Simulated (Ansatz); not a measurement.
# ZnS: the cost of one run

Program: Ansatz 0.2.0. Level of theory: DFT r2SCAN, scalar-relativistic, plane waves, PAW. These are calculated values, not measurements.

## (1) The system as given

It takes space group F-43m (No. 216, cubic). Conventional cell: a = 5.387 Å, b = 5.387 Å, c = 5.387 Å, α = 90.00°, β = 90.00°, γ = 90.00°. Around Zn (site symmetry -43m) lie 4 S at 2.33 Å. S (site symmetry -43m) is surrounded by 4 Zn at 2.33 Å.

Structure file:

```cif
data_structure
_symmetry_space_group_name_H-M 'P 1'
_symmetry_Int_Tables_number 1
_cell_length_a 3.8094
_cell_length_b 3.8094
_cell_length_c 3.8094
_cell_angle_alpha 60.000
_cell_angle_beta 60.000
_cell_angle_gamma 60.000
_cell_volume 39.09
loop_
_atom_site_label
_atom_site_type_symbol
_atom_site_fract_x
_atom_site_fract_y
_atom_site_fract_z
_atom_site_occupancy
Zn1 Zn 0.00000 0.00000 0.00000 1
S1 S 0.25000 0.25000 0.25000 1
```

This is candidate A: structure listed in a database for this formula (F-43m, No. 216).

(A quick probe on a coarse mesh, which set the mesh and smearing, is not shown.)

## (3) Relaxing cell and atoms (candidate A)

File input.yaml:

```yaml
crystal:
  lattice:
    - [0.0, 2.6936828773, 2.6936828773]
    - [2.6936828773, 0.0, 2.6936828773]
    - [2.6936828773, 2.6936828773, 0.0]
  atoms:
    - { symbol: Zn, position: [0.0, 0.0, 0.0] }
    - { symbol: S, position: [0.25, 0.25, 0.25] }
basis:
  ecutwfc: 500
kpoints:
  mp_grid: { grid: [8, 8, 8] }
hamiltonian:
  xc: r2scan
scf:
  occupations: { method: gaussian, width: 0.02 }
output:
  forces: true
  stress: true
  eigenvalues: true
relax:
  adjacent_minimum: "off"
  f_tol: 0.01
  max_steps: 80
  cell: { stress_tol: 0.05 }
```

The run is started by

```bash
> ansatz run input.yaml --threads 1 --pin off --max-ram 2560MiB --backend cpu --events-out ev --progress --plain --runs-dir out
```

**Question.** How long does this run take on 1 thread of Intel Xeon 6975P-C (Granite Rapids), shared host, and how much memory does it need?

About 7.2 s, with a peak of 0.47 GiB.
